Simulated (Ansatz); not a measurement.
Rows from a G0W0 calculation on Ga3AsP2 (zincblende [001] superlattice) (Ansatz 0.2.0; G0W0 on PBEsol, plane waves, PAW; PAW set soft_1; 4×4×2 mesh, 265 empty bands, screening to 60 eV, PAW set soft_1 files), in eV. Spin-orbit coupling is left out.

| row | k | band | start | Σx | Σc at the solution | Vxc |
| --- | --- | --- | --- | --- | --- | --- |
| A | Γ | c2 | 8.680 | -6.939 | -3.687 | -10.921 |
| B | (0.000, 0.000, -0.500) | v1 | 7.194 | -16.690 | 1.535 | -15.013 |
| C | (0.000, 0.000, -0.500) | c1 | 8.648 | -7.490 | -3.673 | -11.542 |
| D | Γ | c1 | 8.644 | -11.046 | -3.483 | -15.308 |
| E | Γ | v1 | 7.398 | -17.051 | 1.515 | -15.399 |
| F | (0.000, 0.000, -0.500) | c2 | 8.658 | -7.075 | -3.671 | -11.059 |

**Question.** Give the quasiparticle energies and the shift of each level.

The quasiparticle equation reads E = start + Σx + Σc(E) − Vxc.

| row | E (eV) | shift (eV) |
| --- | --- | --- |
| A | 8.974 | +0.295 |
| B | 7.052 | −0.142 |
| C | 9.027 | +0.379 |
| D | 9.424 | +0.780 |
| E | 7.261 | −0.137 |
| F | 8.970 | +0.312 |

Limits: not at the basis limit; no spin-orbit coupling; coarse k mesh.

[Runs of the session that timed out or met a known fault of the program may be left out.]

[Cells called generated may have been cut or substituted from an entry of the Crystallography Open Database or the Materials Project.]

[Hosts, paths, dates, database ids (printed as entryN), source tags and the programs' standing remarks are cut or masked in the printed files.]
